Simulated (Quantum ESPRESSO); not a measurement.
A calculation with Quantum ESPRESSO 7.5 of Si (ASE script, structure typed inline):

Contents of run.py:

```python
import numpy as np
from ase.calculators.espresso import Espresso, EspressoProfile
from ase import Atoms

atoms = Atoms(['Si'],
              cell=[[-0.38151126, 1.90029787, 1.97204257], [1.69609995, 0.02693978, 1.56359153], [1.96855757, 1.76430445, -0.24551784]],
              scaled_positions=[[0.0, 0.0, 0.0]],
              pbc=True)

input_data = {
    'control': {'calculation': 'scf', 'prefix': 'pwscf', 'outdir': './tmp', 'tprnfor': True, 'tstress': True, 'disk_io': 'nowf'},
    'system': {'ecutwfc': 55.0, 'ecutrho': 440.0, 'nbnd': 7, 'occupations': 'smearing', 'smearing': 'fd', 'degauss': 0.00367493},
    'electrons': {'conv_thr': 2e-10, 'electron_maxstep': 120, 'mixing_beta': 0.5},
}
pseudopotentials = {'Si': 'Si.pbe-n-rrkjus_psl.1.0.0.UPF'}
profile = EspressoProfile(command='pw.x', pseudo_dir='pseudo')
dft = Espresso(profile=profile, input_data=input_data, pseudopotentials=pseudopotentials, kpts=(10, 14, 11), koffset=(0, 0, 0))
atoms.calc = dft

print(f'energy {atoms.get_potential_energy():.8f} eV')
print('forces (eV/A)')
print(np.round(atoms.get_forces(), 6))
print('stress (eV/A^3, Voigt)')
print(np.round(atoms.get_stress(), 8))
print(f'Fermi level {dft.get_fermi_level():.4f} eV')
```

Potentials or basis: SSSP 1.3 efficiency PBE.

Launch:

```sh
$ OMP_NUM_THREADS=1 python run.py
```

This isn't the form of Si at room conditions, which is diamond.

Question: Write the same calculation in another form: native input, structure typed inline.

Answer: As run:

pw.in

```
&CONTROL
  calculation = 'scf'
  prefix = 'pwscf'
  outdir = './tmp'
  pseudo_dir = './pseudo'
  tprnfor = .true.
  tstress = .true.
  disk_io = 'nowf'
/
&SYSTEM
  ibrav = 0
  nat = 1
  ntyp = 1
  ecutwfc = 55
  ecutrho = 440
  nbnd = 7
  occupations = 'smearing'
  smearing = 'fd'
  degauss = 0.00367493
/
&ELECTRONS
  conv_thr = 2d-10
  electron_maxstep = 120
  mixing_beta = 0.5
/
ATOMIC_SPECIES
Si    28.0850 Si.pbe-n-rrkjus_psl.1.0.0.UPF
CELL_PARAMETERS angstrom
  -0.3815112600    1.9002978700    1.9720425700
   1.6960999500    0.0269397800    1.5635915300
   1.9685575700    1.7643044500   -0.2455178400
ATOMIC_POSITIONS crystal
Si     0.0000000000    0.0000000000    0.0000000000
K_POINTS automatic
10 14 11 0 0 0
```

Potentials or basis: SSSP 1.3 efficiency PBE.

Launch:

```bash
$ OMP_NUM_THREADS=1 pw.x -in pw.in > pw.out
```

Both were run:

|  | ASE script, structure typed inline | native input, structure typed inline |
| --- | --- | --- |
| Pressure | 15.1 GPa | 15.1 GPa |
| Band gap on the k mesh | none (metal or under the smearing width) | none (metal or under the smearing width) |

Keys that steer only the numerical path or the files written may differ.

Caveat: so large a pressure means that the cell lies far from this level's equilibrium, or that cutoff or potentials fall short.
